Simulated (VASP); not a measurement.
Write the native input for VASP 6.6.1 that does the following.

```yaml
Task: single point
Functional: PBEsol
Potentials_or_basis: VASP PAW PBE potentials, release 64 (Pt)
Cutoff: 520 eV
k_mesh: 21 × 21 × 21
Occupations: gaussian, width 0.1 eV
Spin: no spin polarisation
Dipole_correction: no
Further_INCAR_settings: ALGO = Normal; EDIFF = 1e-06; NBANDS = 11
```

The structure of Pt lies in POSCAR:

```
Pt
1.0
    1.8281391954      1.0554766566      1.4954287951
   -1.8281391954      1.0554766566      1.4954287951
    0.0000000000     -2.1109533132      1.4954287951
Pt
1
Direct
    0.5000000000      0.5000000000      0.5000000000
```

The cell was built by a generator and needn't be a form met in nature.

The input as run:

INCAR

```
  PREC = Accurate
  ENCUT = 520
  EDIFF = 1E-6
  ISMEAR = 0
  SIGMA = 0.1
  LREAL = False
  LASPH = True
  NELM = 100
  ALGO = Normal
  ISIF = 2
  LWAVE = False
  LCHARG = False
  GGA = PS
  NBANDS = 11
```

KPOINTS

```
regular mesh
0
Gamma
  21 21 21
```

Potentials or basis: VASP PAW PBE potentials, release 64 (Pt).

Command:

```sh
$ cat potpaw_PBE.64/Pt/POTCAR > POTCAR
$ mpirun -np 1 vasp_std > vasp.out
```

Results of the run:

| Quantity | Value |
| --- | --- |
| Pressure | -0.4 GPa |
| Band gap on the k mesh | none (metal or under the smearing width) |

Caveat: the PAW data sets were made with another functional, which shifts forces and pressure a little.

Run time: 80 s on 1 thread of Intel(R) Xeon(R) Platinum 8559C (Emerald Rapids) (shared host), peak memory 0.26 GiB.
